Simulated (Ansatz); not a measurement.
**What a trial cell of W relaxes into**

Level of theory: Ansatz 0.2.0, DFT PBE, scalar-relativistic, plane waves, PAW. Cutoff 420 eV, Γ-centred k mesh, Gaussian smearing, no spin polarisation in the final step.

The start puts W on the lonsdaleite structure type (P6_3/mmc, No. 194), at a guessed volume.

```xyz
4
Lattice="3.5667 0.0000 0.0000 -1.7833 3.0888 0.0000 0.0000 0.0000 5.8850" Properties=species:S:1:pos:R:3 pbc="T T T"
W     0.0000    2.0592    2.5747
W     1.7833    1.0296    5.5172
W     1.7833    1.0296    3.3103
W     0.0000    2.0592    0.3678
```

Cell and atoms relax at zero pressure; the relaxation can't lower the symmetry of the start. After a coarse first stage the cell is made exact in the group found at 0.06 Å.

Energies count from the standard state of W at the same level.

What does it relax into?

It keeps P6_3/mmc (No. 194), but not the shape of the type it started on. Conventional cell: a = 2.772 Å, c = 10.233 Å. Around W lie 10 W at 2.69–2.90 Å.

```cif
data_structure
_symmetry_space_group_name_H-M 'P6_3/mmc'
_symmetry_Int_Tables_number 194
_cell_length_a 2.7723
_cell_length_b 2.7723
_cell_length_c 10.2327
_cell_angle_alpha 90.000
_cell_angle_beta 90.000
_cell_angle_gamma 120.000
_cell_volume 68.11
loop_
_atom_site_label
_atom_site_type_symbol
_atom_site_symmetry_multiplicity
_atom_site_Wyckoff_symbol
_atom_site_fract_x
_atom_site_fract_y
_atom_site_fract_z
_atom_site_occupancy
W1 W 4 f 0.33333 0.66667 0.38156 1
```

What are its volume, energy, density and gap?

The volume per atom is 17.03 Å³, the density is 17.93 g/cm³ and the energy over the standard structure is 0.93 eV/atom. The gap on the 21×21×6 mesh is 0 eV (a metal).

The final run used a 21×21×6 mesh on its 4-atom cell and 0.10 eV smearing. For metals, differences of a few meV/atom aren't resolved. Spin–orbit coupling is left out. Symmetry constrained the relaxation, so the result can be a saddle point.